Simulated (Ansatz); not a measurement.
Compressing FeCo

Level of theory: Ansatz 0.2.0, DFT PBEsol, scalar-relativistic, plane waves, PAW. Run with 420 eV cutoff, 14×14×14 k-mesh, Gaussian smearing of 0.10 eV, collinear spin.

The relaxed crystal:

```xyz
2
Lattice="2.8022 0.0000 0.0000 0.0000 2.8022 0.0000 0.0000 0.0000 2.8022" Properties=species:S:1:pos:R:3 pbc="T T T"
Fe    0.0000    0.0000    0.0000
Co    1.4011    1.4011    1.4011
```

Cell and atoms are relaxed at each pressure within the symmetry of the start, at zero temperature, so transitions that lower the symmetry aren't seen. The k-mesh given is that at zero pressure and may differ at others. a, b and c are the lengths of the cell vectors above.

```csv
P (GPa),V (Å³/atom),V/V0,a (Å),b (Å),c (Å)
-3,11.16,1.014,2.815,2.815,2.815
0,11.00,1.000,2.802,2.802,2.802
3,10.85,0.986,2.789,2.789,2.789
8,10.62,0.966,2.770,2.770,2.770
15,10.35,0.941,2.746,2.746,2.746
30,9.87,0.897,2.703,2.703,2.703
60,9.17,0.833,2.637,2.637,2.637
```

(1) What bulk modulus and pressure derivative fit these points?

Answers

(1) A third-order Birch–Murnaghan fit gives B0 = 214 GPa and B0' = 4.7.

Cost: 7 runs of about 3.3 core-minutes in all, on Intel Xeon Platinum 8488C (Sapphire Rapids) (shared hosts).